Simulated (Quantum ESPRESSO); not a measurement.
# Decay constant across the PBE gap of rock salt LiF at lattice constants of 4.07 and 4.151 Å

A thin LiF spacer between two electrodes has to stop direct tunnelling without becoming thick. We set the target at six decades of suppression in a film of five atomic layers stacked along [001]. The target must be met at both lattice constants, because strain in a film may change the spacing by some two per cent; a uniform cubic expansion stands in for that strain here. The free choice is where the electrode Fermi level falls in the LiF gap.

The quantity calculated is the decay constant κ of the slowest evanescent state in bulk LiF, with energies measured from the valence-band top. Suppression is measured against a transmission of one at zero thickness. The electrodes themselves are not part of the calculation, so the brief tests the barrier material and not a complete junction.

## Systems and settings

Ideal rock salt LiF at cubic lattice constants set by hand, up to about 7 per cent off the measured or relaxed value, not relaxed (a = 4.07 angstrom, GBRV ultrasoft: gap 8.794 eV; a = 4.151 angstrom, PseudoDojo norm-conserving: gap 8.352 eV). Program: Quantum ESPRESSO 7.5, plane waves, PBE, GBRV ultrasoft, PseudoDojo norm-conserving pseudopotentials, cutoffs 40 to 72 Ry for waves and 200 to 288 Ry for the density, fixed occupations, scalar-relativistic, no spin polarisation, no spin-orbit coupling; k meshes of 8 divisions in the plane and 6 along the axis. Complex bands along [001] come from pwcond with energy window 4 Ry, basis threshold 1e-05 and 7 subslabs a slab at the in-plane wavevectors (0, 0), (1/2, 0), (1/2, 1/2) and (1/4, 0) of the zone of the tetragonal cell with in-plane edges a/sqrt(2), on 40 energies in steps of 0.28 eV. The gap is that of the self-consistent k mesh. The rows are a selection of the grid energies, spread over the range, with the largest value of each line among them; narrow features between rows aren't shown.

Notes on method and selection:

- Semilocal functionals give gaps, and so decay constants, that are too small against experiment.
- Bulk complex bands leave out the interface: band line-up, symmetry matching to an electrode and image charges.
- The decay constants on the energy grid were kept to three decimals in 1/angstrom; interpolated values carry no more. Runs in which pwcond's reduced basis gave spurious channels inside the gap were left out.
- Kinks mark a change of the wavevector or complex band that is slowest.
- The lines don't all use the same pseudopotential set, which can shift gaps by some hundredths of an eV.
- Runs whose gap is under 0.3 eV or too narrow for the energy step are left out.
- Tables of this kind whose fit explains under a quarter of the variance weren't written up, so the strength of the trend here is selected.
- Up to three of the lattice constants or thicknesses that were run are shown, from the ends and the middle of the range.
- Systems with elements from V to Ni or with open 4f shells were left out wherever spin was off.
- Runs that did not converge, have known faults or may not be shown are not listed, and runs on Ansatz's PAW sets soft_1 and soft_2 are kept to separate tables.

Columns:

- place in gap: energy over the valence-band top divided by the gap of that line.
- energy (eV): energy over the highest filled level of the k mesh.
- Franz form (1/Å): two-band Franz form 2 kappa_mid sqrt(f (1 - f)), f the place in the gap and kappa_mid that line's decay constant interpolated to mid-gap.
- wavevector: in-plane wavevector of the slowest state.
- decay constant (1/Å): decay constant Im kz of the slowest evanescent state along [001] at this energy, least over the listed wavevectors.

## The series

| member | lattice constant | place in gap | energy (eV) | Franz form (1/Å) | wavevector | decay constant (1/Å) |
| --- | --- | --- | --- | --- | --- | --- |
| 0.56 eV | a = 4.07 angstrom | 0.064 | 0.56 | 0.354 | zone centre | 0.440 |
| 3.08 eV | a = 4.07 angstrom | 0.350 | 3.08 | 0.691 | (1/2, 0) | 0.696 |
| 4.48 eV | a = 4.07 angstrom | 0.509 | 4.48 | 0.724 | (1/2, 0) | 0.725 |
| 5.60 eV | a = 4.07 angstrom | 0.637 | 5.60 | 0.696 | (1/2, 0) | 0.718 |
| 8.12 eV | a = 4.07 angstrom | 0.923 | 8.12 | 0.385 | zone centre | 0.384 |
| 0.56 eV | a = 4.151 angstrom | 0.067 | 0.56 | 0.365 | zone centre | 0.437 |
| 3.08 eV | a = 4.151 angstrom | 0.369 | 3.08 | 0.703 | (1/2, 0) | 0.704 |
| 4.48 eV | a = 4.151 angstrom | 0.536 | 4.48 | 0.727 | (1/2, 0) | 0.730 |
| 5.32 eV | a = 4.151 angstrom | 0.637 | 5.32 | 0.701 | (1/2, 0) | 0.725 |
| 7.84 eV | a = 4.151 angstrom | 0.939 | 7.84 | 0.350 | zone centre | 0.331 |

Least-squares fits to the whole series, with x = place in gap; R² and errors in the fitted variable (y, or ln y where the fit is in ln y):

| y | lattice constant | members | fit | R² | rms residual | leave-one-out rms | the same for the mean of the others |
| --- | --- | --- | --- | --- | --- | --- | --- |
| decay constant (1/Å) | a = 4.07 angstrom | 5 | y = 0.33413 + 1.6845 x − 1.7587 x² | 0.99 | 0.014 | 0.075 | 0.19 |
| decay constant (1/Å) | a = 4.151 angstrom | 5 | y = 0.3182 + 1.797 x − 1.891 x² | 0.99 | 0.017 | 0.10 | 0.21 |

## Mechanism

In the tabled rows κ is small near both band edges and large in the middle. At 4.07 Å it is 0.440 1/Å at place 0.064, 0.725 at 0.509 and 0.384 at 0.923. The three middle rows differ by only 0.725 − 0.696 = 0.029 1/Å.

Near an edge, κ² = (m/mₑ) ΔE / 3.81, with ΔE the distance to that edge in eV and κ in 1/Å. The lowest row at 4.07 Å gives m/mₑ = 0.440² × 3.81 / 0.56 = 1.3, and the highest gives 0.384² × 3.81 / (8.794 − 8.12) = 0.83. The heavier valence side makes κ climb faster from below.

Both band edges lie at the zone centre, so the slowest state is found there close to the edges. In the lowest row at 4.07 Å it shares that place with the (1/2, 0) state, which decays equally slowly. At (1/2, 0) the local gap is wider and κ stays finite at the edges of the full gap, which flattens the middle. That this state is also the slower one at mid-gap runs against the single-band picture, in which in-plane momentum adds to the decay; the cause is left open.

Expansion by 4.151 − 4.07 = 0.081 Å lowers the gap by 8.794 − 8.352 = 0.442 eV, far more than the change of pseudopotentials would. A weaker Madelung potential is a possible cause: for unscreened point charges a/2 apart, with a Madelung constant of 1.75 and e² = 14.4 eV Å, the potential difference between the two sites changes by 2 × 1.75 × 14.4 × (2/4.07 − 2/4.151) = 0.48 eV, with the right sign.

At fixed mass κ would follow the root of the gap and change by a factor of √(8.352 / 8.794) = 0.975. The zone-centre peak, which is not tabled, does fall, but the slowest state does not: at place 0.637 it goes from 0.718 to 0.725 1/Å. With two pseudopotential sets in play, we read this one per cent as no clear change.

## Departures from the trend

Largest departures from the fit to the whole series:

| member | lattice constant | decay constant (1/Å) | fit | computed − fit | in rms residuals |
| --- | --- | --- | --- | --- | --- |
| 5.60 eV | a = 4.07 angstrom | 0.718 | 0.694 | +0.024 | 1.8 |
| 5.32 eV | a = 4.151 angstrom | 0.725 | 0.696 | +0.029 | 1.7 |
| 3.08 eV | a = 4.151 angstrom | 0.704 | 0.724 | −0.020 | 1.2 |
| 3.08 eV | a = 4.07 angstrom | 0.696 | 0.708 | −0.012 | 0.9 |

The rows at place 0.637 lie above the quadratic fits by 0.024 and 0.029 1/Å. We see no reason to distrust them: a parabola cannot follow a flat middle joined by kinks to steep flanks. Nor does it vanish at the band edges, as κ must, so it should not be used beyond the tabled rows.

The Franz form has an rms miss, taken over the five rows of each line, of roughly 0.040 and 0.035 1/Å, against 0.19 and 0.21 for the mean of the other rows. Its worst failure is the lowest row at 4.07 Å, 0.440 against 0.354. A change of wavevector does not explain this: the form is anchored to the (1/2, 0) state at mid-gap, and that state ties with the zone centre in this row, so it is missed by just as much. The form falls to zero at the edges of the full gap, whereas the (1/2, 0) state has a wider local gap and still decays there. Near the conduction edge the slowest state is that of the zone centre, with a stronger mid-gap decay but a lighter mass at the edge. The two offset each other, so the close agreement at 8.12 eV is a cancellation.

## Choosing a member

We take the transmission as T = exp(−2κd), so the suppression in decades is 2κd / 2.303. Five layers of thickness a/2 give d = 5 × 4.07 / 2 = 10.18 Å and 5 × 4.151 / 2 = 10.38 Å. Six decades then require κ of at least 6 × 2.303 / (2 × 10.18) = 0.679 1/Å at the smaller lattice constant and 6 × 2.303 / (2 × 10.38) = 0.666 1/Å at the larger.

The four rows near the band edges fail; the best of them gives 2 × 0.437 × 10.38 / 2.303 = 3.9 decades. The six middle rows pass. At 4.07 Å the row at 4.48 eV gives 2 × 0.725 × 10.18 / 2.303 = 6.41 decades, that at 5.60 eV gives 2 × 0.718 × 10.18 / 2.303 = 6.35 and that at 3.08 eV gives 2 × 0.696 × 10.18 / 2.303 = 6.15. At 4.151 Å the row at 4.48 eV gives 2 × 0.730 × 10.38 / 2.303 = 6.58, that at 5.32 eV gives 2 × 0.725 × 10.38 / 2.303 = 6.54 and that at 3.08 eV gives 2 × 0.704 × 10.38 / 2.303 = 6.35. These margins are narrow, and only four in-plane wavevectors were sampled, so a slower state between them could still spoil a pass.

**The pick is a Fermi level near mid-gap**, represented by the 4.48 eV rows. The runner-up is place 0.637, less than 0.1 decade behind on either line. We do not rank the lattice constants against each other, since their pseudopotentials differ and the thicker layers account for much of the gain.

PBE makes wide gaps too small, roughly by a third. A gap 1 / (1 − 1/3) = 1.5 times as large would raise the mid-gap κ by about √1.5 = 1.22 at fixed mass, and the pick at 4.07 Å from 6.41 to about 7.8 decades. Even with the same factor the best edge row would reach only about 4.8, so the screening stands.

The order of pick and runner-up is less secure. In the wider gap at 4.07 Å, 4.48 eV would lie at place 4.48 / (1.5 × 8.794) = 0.34 and 5.60 eV at 5.60 / (1.5 × 8.794) = 0.42, so the level should be specified by its place in the gap and not in eV. An electrode without states near (1/2, 0) could also change the choice, but the direction depends on which wavevectors remain. Tunnelling through the zone centre alone, where the decay is stronger and peaks below mid-gap, would favour a lower Fermi level. That advantage is lost if the electrode also has states at (1/4, 0): at 4.07 Å the decay there is weaker than at the zone centre from low in the gap to beyond its middle, and it peaks above mid-gap. A line-up close to either band edge would defeat the design altogether.

## Conclusions and limits

Between places 0.35 and 0.64 the tabled decay constants stay within 0.696 to 0.730 1/Å at both lattice constants. A two per cent expansion narrows the gap clearly but hardly alters the slowest decay there.

Two omitted effects are larger than this spread. Correcting the PBE gap would raise the mid-gap decay constant, by roughly a fifth. The line-up at a real interface can lower it by moving the Fermi level towards a band edge, where the tabled values are down by about 40 to 55 per cent from the middle.
